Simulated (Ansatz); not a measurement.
A relaxation of cell and atoms of Al₂O₃ (Pnnm) from a database of computed structures with the PAW code Ansatz, at the level r2SCAN. The starting cell comes from a relaxation with PBE.

```yaml
crystal:
  lattice:
    - [4.7121766355, 0.0, 0.0]
    - [0.0, 9.7035372008, 0.0]
    - [0.0, 0.0, 3.025711677]
  atoms:
    - { symbol: Al, position: [0.4317423582, 0.3295573562, 0.5] }
    - { symbol: Al, position: [0.5682576418, 0.6704426438, 0.5] }
    - { symbol: Al, position: [-0.0682576418, 0.1704426438, 0.0] }
    - { symbol: Al, position: [1.0682576418, 0.8295573562, 0.0] }
    - { symbol: O, position: [0.7545470444, 0.2269610282, 0.5] }
    - { symbol: O, position: [0.0, 0.0, 0.0] }
    - { symbol: O, position: [0.7454529556, 0.7269610282, 0.0] }
    - { symbol: O, position: [0.2545470444, 0.2730389718, 0.0] }
    - { symbol: O, position: [0.2454529556, 0.7730389718, 0.5] }
    - { symbol: O, position: [0.5, 0.5, 0.5] }
kpoints:
  mp_grid: { grid: [6, 4, 8] }
hamiltonian:
  xc: r2scan
scf:
  occupations: { method: fermi_dirac, width: 0.02 }
relax:
  f_tol: 0.005
  cell: {}
```

The trajectory has 9 recorded frames, each with fractional positions and then forces in eV/Å along x, y and z. Some frames, the last among them, repeat a geometry solved again on a basis re-selected at its cell; pressure is positive in compression.

Step 1: energy 0.0 meV/atom from step 1, largest force component 0.034 eV/Å, pressure -4.10 GPa; a = 4.712 Å, b = 9.704 Å, c = 3.026 Å, α = 90.00°, β = 90.00°, γ = 90.00°
```
Al 0.4317 0.3296 0.5000     0.034   0.016   0.000
Al 0.5683 0.6704 0.5000    -0.034  -0.016   0.000
Al 0.9317 0.1704 0.0000     0.034  -0.016   0.000
Al 0.0683 0.8296 0.0000    -0.034   0.016   0.000
O  0.7545 0.2270 0.5000     0.027  -0.010   0.000
O  0.0000 0.0000 0.0000     0.000   0.000   0.000
O  0.7455 0.7270 0.0000    -0.027  -0.010   0.000
O  0.2545 0.2730 0.0000     0.027   0.010   0.000
O  0.2455 0.7730 0.5000    -0.027   0.010   0.000
O  0.5000 0.5000 0.5000     0.000   0.000   0.000
```

Step 2: energy -3.7 meV/atom from step 1, largest force component 0.020 eV/Å, pressure -2.27 GPa; a = 4.684 Å, b = 9.669 Å, c = 3.012 Å, α = 90.00°, β = 90.00°, γ = 90.00°
```
Al 0.4298 0.3297 0.5000     0.015  -0.019   0.000
Al 0.5702 0.6703 0.5000    -0.015   0.019   0.000
Al 0.9298 0.1703 0.0000     0.015   0.019   0.000
Al 0.0702 0.8297 0.0000    -0.015  -0.019   0.000
O  0.7523 0.2267 0.5000     0.016  -0.020   0.000
O  0.0000 0.0000 0.0000     0.000   0.000   0.000
O  0.7477 0.7267 0.0000    -0.016  -0.020   0.000
O  0.2523 0.2733 0.0000     0.016   0.020   0.000
O  0.2477 0.7733 0.5000    -0.016   0.020   0.000
O  0.5000 0.5000 0.5000     0.000   0.000   0.000
```

Step 3: energy -5.3 meV/atom from step 1, largest force component 0.015 eV/Å, pressure +0.11 GPa; a = 4.651 Å, b = 9.622 Å, c = 2.995 Å, α = 90.00°, β = 90.00°, γ = 90.00°
```
Al 0.4265 0.3299 0.5000     0.000  -0.001   0.000
Al 0.5735 0.6701 0.5000     0.000   0.001   0.000
Al 0.9265 0.1701 0.0000     0.000   0.001   0.000
Al 0.0735 0.8299 0.0000     0.000  -0.001   0.000
O  0.7481 0.2259 0.5000    -0.006  -0.015   0.000
O  0.0000 0.0000 0.0000     0.000   0.000   0.000
O  0.7519 0.7259 0.0000     0.006  -0.015   0.000
O  0.2481 0.2741 0.0000    -0.006   0.015   0.000
O  0.2519 0.7741 0.5000     0.006   0.015   0.000
O  0.5000 0.5000 0.5000     0.000   0.000   0.000
```

Problem. How does the relaxation go on, and where does it end?

Solution.
Step 4: energy -5.4 meV/atom from step 1, largest force component 0.018 eV/Å, pressure +0.07 GPa; a = 4.639 Å, b = 9.619 Å, c = 2.998 Å, α = 90.00°, β = 90.00°, γ = 90.00°
```
Al 0.4228 0.3302 0.5000     0.010  -0.011   0.000
Al 0.5772 0.6698 0.5000    -0.010   0.011   0.000
Al 0.9228 0.1698 0.0000     0.010   0.011   0.000
Al 0.0772 0.8302 0.0000    -0.010  -0.011   0.000
O  0.7435 0.2248 0.5000    -0.018  -0.003   0.000
O  0.0000 0.0000 0.0000     0.000   0.000   0.000
O  0.7565 0.7248 0.0000     0.018  -0.003   0.000
O  0.2435 0.2752 0.0000    -0.018   0.003   0.000
O  0.2565 0.7752 0.5000     0.018   0.003   0.000
O  0.5000 0.5000 0.5000     0.000   0.000   0.000
```

Step 5: energy -5.5 meV/atom from step 1, largest force component 0.047 eV/Å, pressure +0.01 GPa; a = 4.634 Å, b = 9.618 Å, c = 2.997 Å, α = 90.00°, β = 90.00°, γ = 90.00°
```
Al 0.4202 0.3304 0.5000    -0.047   0.014   0.000
Al 0.5798 0.6696 0.5000     0.047  -0.014   0.000
Al 0.9202 0.1696 0.0000    -0.047  -0.014   0.000
Al 0.0798 0.8304 0.0000     0.047   0.014   0.000
O  0.7389 0.2240 0.5000     0.044  -0.033   0.000
O  0.0000 0.0000 0.0000     0.000   0.000   0.000
O  0.7611 0.7240 0.0000    -0.044  -0.033   0.000
O  0.2389 0.2760 0.0000     0.044   0.033   0.000
O  0.2611 0.7760 0.5000    -0.044   0.033   0.000
O  0.5000 0.5000 0.5000     0.000   0.000   0.000
```

Step 6: energy -5.5 meV/atom from step 1, largest force component 0.019 eV/Å, pressure -0.09 GPa; a = 4.626 Å, b = 9.616 Å, c = 2.996 Å, α = 90.00°, β = 90.00°, γ = 90.00°
```
Al 0.4151 0.3308 0.5000     0.002   0.019   0.000
Al 0.5849 0.6692 0.5000    -0.002  -0.019   0.000
Al 0.9151 0.1692 0.0000     0.002  -0.019   0.000
Al 0.0849 0.8308 0.0000    -0.002   0.019   0.000
O  0.7326 0.2224 0.5000    -0.003   0.013   0.000
O  0.0000 0.0000 0.0000     0.000   0.000   0.000
O  0.7674 0.7224 0.0000     0.003   0.013   0.000
O  0.2326 0.2776 0.0000    -0.003  -0.013   0.000
O  0.2674 0.7776 0.5000     0.003  -0.013   0.000
O  0.5000 0.5000 0.5000     0.000   0.000   0.000
```

Step 7: energy -5.5 meV/atom from step 1, largest force component 0.011 eV/Å, pressure 0.00 GPa; a = 4.627 Å, b = 9.610 Å, c = 2.996 Å, α = 90.00°, β = 90.00°, γ = 90.00°
```
Al 0.4149 0.3308 0.5000    -0.002  -0.011   0.000
Al 0.5851 0.6692 0.5000     0.002   0.011   0.000
Al 0.9149 0.1692 0.0000    -0.002   0.011   0.000
Al 0.0851 0.8308 0.0000     0.002  -0.011   0.000
O  0.7326 0.2225 0.5000    -0.001   0.002   0.000
O  0.0000 0.0000 0.0000     0.000   0.000   0.000
O  0.7674 0.7225 0.0000     0.001   0.002   0.000
O  0.2326 0.2775 0.0000    -0.001  -0.002   0.000
O  0.2674 0.7775 0.5000     0.001  -0.002   0.000
O  0.5000 0.5000 0.5000     0.000   0.000   0.000
```

Step 8: energy -5.5 meV/atom from step 1, largest force component 0.001 eV/Å, pressure 0.00 GPa; a = 4.627 Å, b = 9.609 Å, c = 2.996 Å, α = 90.00°, β = 90.00°, γ = 90.00°
```
Al 0.4148 0.3308 0.5000     0.000   0.001   0.000
Al 0.5852 0.6692 0.5000     0.000  -0.001   0.000
Al 0.9148 0.1692 0.0000     0.000  -0.001   0.000
Al 0.0852 0.8308 0.0000     0.000   0.001   0.000
O  0.7324 0.2225 0.5000     0.000   0.000   0.000
O  0.0000 0.0000 0.0000     0.000   0.000   0.000
O  0.7676 0.7225 0.0000     0.000   0.000   0.000
O  0.2324 0.2775 0.0000     0.000   0.000   0.000
O  0.2676 0.7775 0.5000     0.000   0.000   0.000
O  0.5000 0.5000 0.5000     0.000   0.000   0.000
```

Step 9: energy -5.3 meV/atom from step 1, largest force component 0.001 eV/Å, pressure +0.02 GPa; a = 4.627 Å, b = 9.609 Å, c = 2.996 Å, α = 90.00°, β = 90.00°, γ = 90.00°
```
Al 0.4148 0.3308 0.5000     0.000   0.001   0.000
Al 0.5852 0.6692 0.5000     0.000  -0.001   0.000
Al 0.9148 0.1692 0.0000     0.000  -0.001   0.000
Al 0.0852 0.8308 0.0000     0.000   0.001   0.000
O  0.7324 0.2225 0.5000     0.000   0.000   0.000
O  0.0000 0.0000 0.0000     0.000   0.000   0.000
O  0.7676 0.7225 0.0000     0.000   0.000   0.000
O  0.2324 0.2775 0.0000     0.000   0.000   0.000
O  0.2676 0.7775 0.5000     0.000   0.000   0.000
O  0.5000 0.5000 0.5000     0.000   0.000   0.000
```

In 8 steps the volume changed by -3.7 %; between the first SCF and the last, each on a basis chosen for its cell, the energy fell by 5.3 meV an atom. Final cell: space group Pnnm (No. 58), orthorhombic; conventional cell a = 4.627 Å, b = 9.609 Å, c = 2.996 Å, 13.32 Å³ an atom. Al is surrounded by 4 O at 1.67–1.80 Å; O is surrounded by 3 Al at 1.79–1.80 Å; O is surrounded by 2 Al at 1.67 Å.

Command: `ansatz run input.yaml --threads 4 --pin off --max-ram 6451MiB --backend cpu --events-out ev --progress --plain --runs-dir out`.

Problem. It ran on 4 threads of Arm Neoverse V2, with other jobs on the host, load about 0.6 per core. About how long did it take, and how much host memory at the peak?

Solution. About 67 s, with a peak of 0.75 GiB.

The values are computed, spin-unpolarised, and not measurements.
